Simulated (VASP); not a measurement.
Crystal: Al.

```xyz
1
Lattice="-1.5912 1.5912 1.5912 1.5912 -1.5912 1.5912 1.5912 1.5912 -1.5912" Properties=species:S:1:pos:R:3 pbc="T T T"
Al    0.0000    0.0000    0.0000
```

This isn't the form of Al at room conditions, which is fcc.

```yaml
Program: VASP 6.6.1
Task: relaxation of cell and atoms
Functional: PBE
Potentials_or_basis: VASP PAW PBE potentials, release 64 (Al)
Cutoff: 600 eV
k_mesh: 18 × 18 × 18
Occupations: gaussian, width 0.1 eV
Spin: no spin polarisation
```

At the start: pressure 3.8 GPa; volume 16.12 Å³/atom.

Q: Where does the relaxation end?

A: Over 3 steps the energy falls by 9.4 meV/atom and the volume is 16.93 Å³/atom (+5.1 %); space group Im-3m (No. 229, to 0.05 Å).

Step by step:
| step | energy change (eV) | largest force (eV/Å) | pressure (GPa) | volume (Å³) |
| --- | --- | --- | --- | --- |
| 1 | 0.0000 | 0.0000 | 3.83 | 16.12 |
| 2 | -0.0093 | 0.0000 | -0.40 | 17.03 |
| 3 | -0.0094 | 0.0000 | 0.01 | 16.93 |

Final structure:
```yaml
crystal:
  lattice:
    - [-1.61763, 1.61763, 1.61763]
    - [1.61763, -1.61763, 1.61763]
    - [1.61763, 1.61763, -1.61763]
  atoms:
    - { symbol: Al, position: [0.00000, 0.00000, 0.00000] }
```
